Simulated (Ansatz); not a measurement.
MnS, one cell by several methods

```
Mn S
1.0
     0.00000    2.81971    2.81971
     2.81971    0.00000    2.81971
     2.81971    2.81971    0.00000
Mn S
1 1
Direct
  0.00000 0.00000 0.00000
  0.25000 0.25000 0.25000
```

Atom numbers follow the list: Mn1, S2.

The conventional cell has a = 5.639 Å, b = 5.639 Å, c = 5.639 Å, α = 90.00°, β = 90.00°, γ = 90.00°. Around Mn (atom 1) lie 4 S at 2.44 Å. S (atom 2) has 4 Mn at 2.44 Å as nearest neighbours.

The cell was built from the zincblende type and relaxed in the same program, and has space group F-43m; it needn't be a known or the stable phase.

The magnetic state is the one reached from the start moments; no search over orders was made, so it needn't be the ground state.

Methods: DFT, PBE, PAW with Ansatz's default frozen-core files, scalar-relativistic (Ansatz 0.2.0); DFT, PBE, all-electron PAW with datasets made for the crystal, scalar-relativistic (Ansatz 0.2.0); DFT, PBE, all-electron LAPW, scalar-relativistic (Ansatz 0.2.0).

For PAW: a Γ-centred 12×12×12 k mesh, Fermi–Dirac smearing of 0.05 eV, cutoff 420 eV, spin-polarised from start moments Mn1 4 μB. The crystal-made all-electron datasets (AE datasets) take a cutoff of 260 eV at this cell. LAPW targets a basis error of 0.5 meV/atom. The Ansatz runs share mesh, smearing and spin set-up. Plane-wave (PAW) pressures include the program's estimate of the Pulay term.

Stress and pressure are positive in compression.

Levels count from the Fermi level.

| quantity | PAW | AE datasets | LAPW |
| --- | --- | --- | --- |
| pressure (GPa) | 0.02 | 0.04 | 0.04 |
| moment of the cell (μB) | 4.955 | 4.955 | 4.955 |
| highest filled spin-up level at K (eV) | -1.690 | -1.692 | -1.692 |
| lowest empty spin-up level at K (eV) | 3.555 | 3.554 | 3.554 |
| highest filled spin-up level at W (eV) | -1.783 | -1.786 | -1.786 |
| lowest empty spin-up level at W (eV) | 4.540 | 4.539 | 4.539 |
| highest filled spin-up level at X (eV) | -2.171 | -2.173 | -2.173 |
| lowest empty spin-up level at X (eV) | 2.684 | 2.684 | 2.684 |

PAW's pressure differs from the LAPW value by -0.02 GPa. Datasets made for the crystal and LAPW share parts of one code, so their agreement isn't an independent check.
